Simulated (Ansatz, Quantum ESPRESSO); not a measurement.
# AlAs (F-43m): Raman and infrared activity, part 3 of 3

Wanted: vibrational spectra of AlAs (F-43m) from linear and non-linear response.

Quantum ESPRESSO 8.0 development, patched; DFT LDA, scalar-relativistic, plane waves, PseudoDojo norm-conserving pseudopotentials.

So far. Step 5 (Linear response at Γ): The acoustic modes at Γ come out as far as 2.4 cm⁻¹ from zero, where they should vanish, a small numerical error; the Born charges miss their sum rule by 0.084 e, too much: mesh or cutoff is short for the field response. Step 6 (Zone-centre analysis): The rule moves no optical mode by more than 0.1 cm⁻¹. The relaxed cell has a = 5.624 Å (conventional setting).

### 8. Modes along a direction of q (1 0 0)

A longitudinal polar mode sets up a macroscopic field that stiffens it; the term hangs on the direction from which q goes to zero.

Input file dynmat.in:

```
 &input
    fildyn='g.dyn',
    asr='simple',
    fileig='dynmat.eig',
    q(1)=1.0,
    q(2)=0.0,
    q(3)=0.0,
 /
```

The run is started by

```
dynmat.x -in dynmat.in > dynmat.out
```

What it wrote:

```text
[banner, memory and clock lines left out]
Program DYNMAT v.8.0dev

     Reading Dynamical Matrix from file g.dyn
     ...Force constants read
     ...epsilon and Z* read
     ...Raman cross sections read

     Polarizability (A^3 units)
     multiply by 0.251123 for Clausius-Mossotti correction (not under assume_isolated = 'mt')
        31.661422    0.000000    0.000000
         0.000000   31.661422    0.000000
         0.000000    0.000000   31.661422

     IR activities are in (D/A)^2/amu units
     Raman activities are in A^4/amu units
     multiply Raman by 0.003977 for Clausius-Mossotti correction (not under assume_isolated = 'mt')

# mode   [cm-1]    [THz]      IR          Raman   depol.fact
    1     -0.00   -0.0000    0.0000         0.0002    0.7500
    2     -0.00   -0.0000    0.0000         0.0002    0.7500
    3      0.00    0.0000    0.0000         0.0002    0.7500
    4    358.96   10.7613    5.4094        79.0846    0.7500
    5    358.96   10.7613    5.4094        79.0846    0.7500
    6    393.62   11.8003    5.4094        79.0846    0.7500
```

Elapsed: 0.45 s, on 1 thread of Arm Neoverse V1, shared host.

Read from the output:

| Quantity | Value |
| --- | --- |
| highest mode moved by the LO-TO term | 393.6 cm⁻¹ |

Zone-centre frequencies as printed; negative means imaginary. Modes:

```
mode  frequency (cm⁻¹)
   1                 0
   2                 0
   3                 0
   4               359
   5               359
   6             393.6
```

The field moves one mode, from 359 to 394 cm⁻¹; the others stay.

### 9. The same in Ansatz

A second program on the same cell, potentials, cutoff and meshes tests the implementation of the phonon response, not its convergence. Its field response is summed in its own way. Its k mesh is centred on Γ.

This step: DFT LDA, scalar-relativistic, plane waves, PseudoDojo norm-conserving pseudopotentials (Ansatz 0.2.0).

Input file input.yaml:

```yaml
crystal:
  lattice:
    - [-2.812041434, 0.0, 2.812041434]
    - [0.0, 2.812041434, 2.812041434]
    - [-2.812041434, 2.812041434, 0.0]
  atoms:
    - { symbol: Al, position: [0.0, 0.0, 0.0] }
    - { symbol: As, position: [0.25, 0.25, 0.25] }
kpoints:
  mp_grid: { grid: [8, 8, 8] }
hamiltonian:
  xc: lda
  pseudopotentials: { kind: nc, accuracy: standard }
scf:
  occupations: { method: fixed }
output:
  eigenvalues: true
basis:
  ecutwfc: 1088.455
phonons:
  method: dfpt
  dielectric: true
  rigid_motions: translations
  raman: true
```

The run is started by

```
ansatz run input.yaml --threads 4 --pin off --max-ram 8192MiB --backend cpu --events-out ev --progress --plain --runs-dir out
```

What it wrote:

```text
Warning: basis.ecutwfc = 1088.455 eV is below the records' recommended 1088.45545 eV, and the density's cutoff is lower with it unless basis.ecutrho_ratio is high enough to keep the records' density cutoff: compare with a run at a higher cutoff
Engine: ansatz 0.2.0, aarch64-unknown-linux-gnu
Pseudopotentials: kind: nc
Pseudopotential: Al, nc, valence charge 3, recommended cutoff 598.650497 eV (normal), Al.nc.azcp (PseudoDojo's, or run here from an input of PseudoDojo's; its table is named by hamiltonian.pseudopotentials.accuracy)
Pseudopotential: As, nc, valence charge 15, recommended cutoff 1088.45545 eV (normal), As.nc.azcp (PseudoDojo's, or run here from an input of PseudoDojo's; its table is named by hamiltonian.pseudopotentials.accuracy)
Functional definition: SPW92
  exchange = slater_x
  correlation = pw_c
Crystal: 2 atoms, lattice volume = 44.473 Å³
Basis set: ecut = 1088.455 eV, 3695 PW (Γ), exchange–correlation on 90×90×90 points (8 copies of the dense FFT grid, shifted against one another)
Bands: 13, of which v1, the nominal top of the filled ones, is band 9 counted from 1 (8 counted from 0)
Symmetry: 24 space group operations
k-points: 95 of 512 (irreducible under 4 space group operations, time reversal used)
Non-local potential: Al, projectors of the file, l = 0: 2, l = 1: 2, l = 2: 2
Non-local potential: As, projectors of the file, l = 0: 2, l = 1: 2, l = 2: 2
Initial density: superposition of atomic densities (chi_scale 0.1, normalization cell, long waves kept (reshape's long-wave potential 0.00 eV rms))
Initial wavefunctions: pseudopotential atomic-orbital guess
Functional: x = slater, c = lda
SCF iter   1: F=—  HF=-2949.162870 eV  |F-HF|=—  |Δ(HF+E_count)|=         —  Δρ=3.83e-2  dr2=6.84e-1  ethr=3.10e-3  ⟨swp⟩=5.2  Hψ=6520  notcnv=0  defer=176
preconditioner: auto → none  [insulator: Δε(μ)=1.816 eV  Ē_g=10.202 eV  n_scr=14 (ndim 8)  ℏωp=15.7 eV  f_vac=0.000  ε∞_Penn≈3.4]
SCF iter   2: F=—  HF=-2948.978714 eV  |F-HF|=—  |Δ(HF+E_count)|=   1.84e-1  Δρ=1.64e-2  dr2=8.88e-2  ethr=3.10e-3  ⟨swp⟩=2.0  Hψ=2199  notcnv=0  defer=176
SCF iter   3: F=—  HF=-2948.958535 eV  |F-HF|=—  |Δ(HF+E_count)|=   2.02e-2  Δρ=3.96e-3  dr2=6.04e-3  ethr=4.93e-4  ⟨swp⟩=3.0  Hψ=2288  notcnv=0  defer=180
SCF iter   4: F=—  HF=-2948.956937 eV  |F-HF|=—  |Δ(HF+E_count)|=   1.60e-3  Δρ=8.87e-4  dr2=1.12e-4  ethr=3.36e-5  ⟨swp⟩=2.1  Hψ=1746  notcnv=0  defer=182
SCF iter   5: F=—  HF=-2948.956908 eV  |F-HF|=—  |Δ(HF+E_count)|=   2.92e-5  Δρ=4.13e-5  dr2=3.70e-7  ethr=6.22e-7  ⟨swp⟩=2.7  Hψ=2103  notcnv=0  defer=180
SCF iter   6: F=—  HF=-2948.956976 eV  |F-HF|=—  |Δ(HF+E_count)|=   6.80e-5  Δρ=9.38e-6  dr2=1.21e-8  ethr=2.06e-9  ⟨swp⟩=2.0  Hψ=1619  notcnv=0  defer=180
SCF iter   7: F=-2948.956976 eV  HF=-2948.956976 eV  |F-HF|=4.09e-12  |Δ(HF+E_count)|=   2.06e-9  Δρ=7.39e-7  dr2=8.62e-11  ethr=1.00e-12  ⟨swp⟩=10.5  Hψ=10376  notcnv=0
SCF 1 converged in 7 iterations: F = -2948.956976 eV  dr2 = 8.62e-11
DFPT response loops at Γ: preconditioner auto → none (the input reference at scf.mixing.eps_inf says where Resta's filter doesn't serve); β = 0.50; Broyden in place of MSR1
── the response to a field inside a basis, on 8×8×8 k-points: an SCF that follows is theirs, and a resumed run solves both again ──
Bands: 10, of which v1, the nominal top of the filled ones, is band 9 counted from 1 (8 counted from 0)
k-points: 60
Initial density: handed on by an earlier stage of this run
Initial wavefunctions: pseudopotential atomic-orbital guess (no wavefunctions were taken with the density)
Eigensolver: Dense (60 Hₖ)
SCF iter   1: F=—  HF=-2948.955418 eV  |F-HF|=—  |Δ(HF+E_count)|=         —  Δρ=1.43e-4  dr2=4.12e-6  ethr=1.00e-1
preconditioner: auto → none  [insulator: Δε(μ)=1.554 eV  Ē_g=7.729 eV  n_scr=14 (ndim 8)  ℏωp=15.7 eV  f_vac=0.002  ε∞_Penn≈5.2]
SCF iter   2: F=—  HF=-2948.955417 eV  |F-HF|=—  |Δ(HF+E_count)|=   1.03e-6  Δρ=6.30e-5  dr2=3.47e-7  ethr=2.29e-8
SCF iter   3: F=—  HF=-2948.955417 eV  |F-HF|=—  |Δ(HF+E_count)|=   6.39e-9  Δρ=2.22e-5  dr2=3.52e-8  ethr=1.93e-9
SCF iter   4: F=—  HF=-2948.955417 eV  |F-HF|=—  |Δ(HF+E_count)|=   8.73e-9  Δρ=3.73e-6  dr2=8.33e-10  ethr=1.96e-10
SCF iter   5: F=-2948.955417 eV  HF=-2948.955417 eV  |F-HF|=9.09e-13  |Δ(HF+E_count)|=  2.60e-10  Δρ=1.12e-7  dr2=1.64e-12  ethr=4.63e-12
SCF 1 converged in 5 iterations: F = -2948.955417 eV  dr2 = 1.64e-12
DFPT response loops at Γ: mixed as the last ones told, above
DFPT response loops at Γ: mixed as the last ones told, above
WARN: field response: ε∞ stands inside a basis, on 8×8×8 points; the force constants stand on the 8×8×8 k-mesh, whose period is 11.26 times the interband length at k = (0.0000, 0.0000, 0.0000), direct gap 1.992 eV, under 14: take them and everything formed from them as unconverged, and compare with a denser kpoints.mp_grid
SCF converged after 7 iterations
Free energy (F): -2948.956976 eV
Harris-Foulkes:  -2948.956976 eV  (|F-HF|=4.09e-12)
Internal energy: -2948.956976 eV  (E = F + TS)
E sigma→0 (E₀):  -2948.956976 eV
Fermi energy:    6.464318 eV
--- Per-component energies (eV) ---
  E_band       = -267.201085
  E_kinetic    = 2091.686948
  E_local      = -2551.725254  (includes V_loc(G=0)·N_el)
  E_nonlocal   = -1370.205514
  E_hartree    = 1013.942019
  E_xc         = -666.811347
  E_vxc        = -464.841125  (∫ρ·V_xc dr)
  E_ewald      = -1465.843828
  E_smearing   = -0.000000  (= −TS)
  E_closure    = 0.000000  (closes the sum)
  Σ components = -2948.956976   (vs F -2948.956976, Δ=0.00e0)
--- Band table (eV; the first three rows and the last of 95) ---
  k-point 0: bands = [... 5 lower, -5.5622, 6.4643, 6.4643, 6.4643, 8.4559, 10.7617, 10.7617, 10.7617]
  k-point 1: bands = [... 5 lower, -5.4066, 5.0020, 6.3005, 6.3005, 9.2225, 11.0475, 11.0475, 11.1548]
  k-point 2: bands = [... 5 lower, -4.9745, 3.0118, 5.9781, 5.9781, 9.0350, 11.3868, 11.3868, 12.9001]
  k-point 94: bands = [... 5 lower, -3.5561, 0.9559, 4.2495, 4.2495, 7.7859, 8.6805, 16.8156, 16.8156]
--- Phonons (Γ-DFPT): 2 representative perturbations + reference, on 95 of 512 k-points (Σ response iterations 6) ---
  k mesh reduced under 4 symmetry operations, with k and −k counted as one. Each operation leaves every solved perturbation unchanged. A smaller set is not considered because the run solves the response to a homogeneous field
  ASR residual: 4.545e-4 → 0.000e0 eV/Å²; symmetrization residual: 2.718e-5 eV/Å²
  ASR residual per site (eV/Å²): 1.81e-4 4.54e-4
  Γ frequencies (cm⁻¹): 0.00 0.00 0.00 358.96 358.96 358.96
  ε∞ (high-frequency dielectric tensor):
        9.394292     0.000000     0.000000
        0.000000     9.394292     0.000000
        0.000000     0.000000     9.394292
  ε⁰ (static dielectric tensor: ions relaxed, cell fixed):
       11.361633    -0.000000     0.000000
       -0.000000    11.361633     0.000000
        0.000000     0.000000    11.361633
  ε⁰ − ε∞ (ionic part):
        1.967341    -0.000000     0.000000
       -0.000000     1.967341     0.000000
        0.000000     0.000000     1.967341
  softest optical mode at Γ: 358.96 cm⁻¹; the repairs (sum rule, projections) moved no ω² at Γ by more than (1.86 cm⁻¹)²
  Born effective charges Z* (e; rows j = field, columns β = displacement):
    site 0:
         2.13192   -0.00000    0.00000
        -0.00000    2.13192    0.00000
         0.00000   -0.00000    2.13192
    site 1:
        -2.13192    0.00000   -0.00000
         0.00000   -2.13192   -0.00000
        -0.00000    0.00000   -2.13192
  Z* charge neutrality: 1.359e-3 e pre-enforcement
  solved inside a basis spanned on kpoints, on 8×8×8 k-points transformed towards the longest dipole: ε∞ is read to err by 3.1e-2, Z* by 1.6e-2 e (field_mesh: kpoints solves on kpoints); Z* is corrected for what the basis lacks
  Raman tensors (in the event stream and the table raman_tensors.tsv): an entry may err by 1.3e-2 Å², one of the second-order susceptibility by 1.2e-1 pm/V (basis, points and sum rule); their sum over the sites missed zero by 5.969e-5 Å² ahead of its enforcement
  optical modes at Γ without the LO–TO term, one row a degenerate level:
      ω (cm⁻¹)  modes    IR ((D/Å)²/amu)  static Raman (Å⁴/amu)  depolarisation
        358.96      3            15.8576               211.3864           0.750
  optical modes at Γ + LO–TO along q̂ = [1.0000, 0.0000, 0.0000]:
      ω (cm⁻¹)  modes    IR ((D/Å)²/amu)  static Raman (Å⁴/amu)  depolarisation
        358.96      2            10.5718               140.9242           0.750
        394.77      1             5.2859               174.7348           0.750
  optical modes at Γ + LO–TO along q̂ = [0.0000, 1.0000, 0.0000]:
      ω (cm⁻¹)  modes    IR ((D/Å)²/amu)  static Raman (Å⁴/amu)  depolarisation
        358.96      2            10.5718               140.9242           0.750
        394.77      1             5.2859               174.7348           0.750
  optical modes at Γ + LO–TO along q̂ = [0.0000, 0.0000, 1.0000]:
      ω (cm⁻¹)  modes    IR ((D/Å)²/amu)  static Raman (Å⁴/amu)  depolarisation
        358.96      2            10.5718               140.9242           0.750
        394.77      1             5.2859               174.7348           0.750
```

Elapsed: 1.8 min, on 4 threads; peak memory 1.1 GiB.

Numbers from this step:

```
sum-rule residual before enforcement             : 4.54e-4 eV/Å²
miss of the charge sum rule                      : 0.001359 e
estimated error of the dielectric tensor         : 0.03080
estimated error of the Born charges              : 0.01648 e
mean high-frequency dielectric constant          : 9.394
largest Born charge in size (third of the trace) : 2.132 e
mean static dielectric constant                  : 11.36
highest mode moved by the LO-TO term             : 394.8 cm⁻¹
```

Transverse modes. Lines of the infrared spectrum (strongest = 100):

```
position (cm⁻¹)  label  IR intensity ((D/Å)²/amu), degenerate modes summed, relative
            359     T2                                                           100
```

Activity x (w_L - w)^4 (n + 1)/w, 532 nm, 300 K. Lines of the Raman spectrum (strongest = 100):

```
position (cm⁻¹)  label  Stokes intensity, strongest 100
            359     T2                              100
```

The log warns that the force constants on this k mesh are to be taken as unconverged.

### 10. The two compared: QE PseudoDojo and Ansatz, PseudoDojo

Numbers from this step:

| Quantity | Value |
| --- | --- |
| root-mean-square difference | 0 cm⁻¹ |
| largest difference | 0 cm⁻¹ |

Frequencies side by side, by row:

```
q (reciprocal lattice)  mode  QE PseudoDojo (cm⁻¹)  Ansatz, PseudoDojo (cm⁻¹)
                 0 0 0     1                     0                          0
                 0 0 0     2                     0                          0
                 0 0 0     3                     0                          0
                 0 0 0     4                   359                        359
                 0 0 0     5                   359                        359
                 0 0 0     6                   359                        359
```

The two runs side by side. Further quantities:

```
                                                                               quantity  QE PseudoDojo  Ansatz, PseudoDojo
                                                                                mean ε∞          9.946               9.394
largest Born charge in size (e; the first before, the second after the charge sum rule)          2.199               2.132
                                                       summed IR intensity ((D/Å)²/amu)          16.23               15.86
                                                         summed Raman activity (Å⁴/amu)          237.2               211.4
```

At the zone centre the largest difference (acoustic modes at Γ apart) is 0.003 % of the highest mode; the summed Raman activity differs by 12 %.

### 11. What came out

```yaml
space_group_after_relaxation: F-43m
volume_per_atom: 22.2 Å³
gap_on_the_k_mesh: 1.32 eV
highest_optical_zone_centre_mode_no_lo_to_term: 359.0 cm⁻¹
highest_mode_moved_by_the_lo_to_term_probably_not_converged_in_the_k_mesh: 393.6 cm⁻¹
mean_high_frequency_dielectric_constant_probably_not_converged_in_the_k_mesh: 9.95
largest_born_charge_in_size_third_of_the_trace_probably_not_converged_in_the_k_mesh: 2.20 e
mean_static_dielectric_constant_probably_not_converged_in_the_k_mesh: 12.0
imaginary_optical_modes_at_the_zone_centre_no_q_mesh_in_this_session: none
largest_difference_from_ansatz_pseudodojo: 0 cm⁻¹
```

In words: The largest Raman activity of AlAs (F-43m) lies at 359 cm⁻¹ and the strongest infrared line at 359 cm⁻¹ (transverse modes). At the LDA level the optical modes of AlAs (F-43m) at the zone centre (no LO-TO term) lie at 359 cm⁻¹. Along the directions run, the highest mode that the macroscopic field moves lies at 394 cm⁻¹. Lattice motion raises the mean dielectric constant from 9.946 to 11.96. The Born charges miss their sum rule by 0.084 e, a sign that the k mesh or the cutoff is short for the field response. The Raman intensities rest on static tensors of the transverse modes; green light lies near or above this gap, where resonance changes them. ε∞, the Born charges and what follows from them are probably not converged in the k mesh. The Lyddane-Sachs-Teller relation holds: (ωLO/ωTO)² is 1.20 and ε₀/ε∞ is 1.20. QE PseudoDojo and Ansatz, PseudoDojo agree to 0.01 cm⁻¹ (0.003 % of the highest mode compared) on all solved modes but the acoustic ones at Γ, without the LO-TO term. The highest LO mode, which hangs on the field response, is 394 against 395 cm⁻¹. The mean ε∞ is 9.946 against 9.394. These are harmonic frequencies at zero temperature: anharmonic shifts and linewidths and thermal expansion are left out. Ansatz's log warns that force constants on this k mesh are to be taken as unconverged, an error that the frequencies of both programs share. The build is a development version in which the Raman tensors of release 7.5 are mended; dynmat.x leaves out the electro-optic term of LO lines.

[Host names and launcher messages were left out of these logs when they were recorded.]

[Logs are printed without paths, hosts, clocks, repeated set-up lines and the standing remarks that a program may print on its own settings, such as how far it seeks lower states.]

[Hosts, paths, dates, database ids (printed as entryN), source tags and the programs' standing remarks are cut or masked in the printed files.]
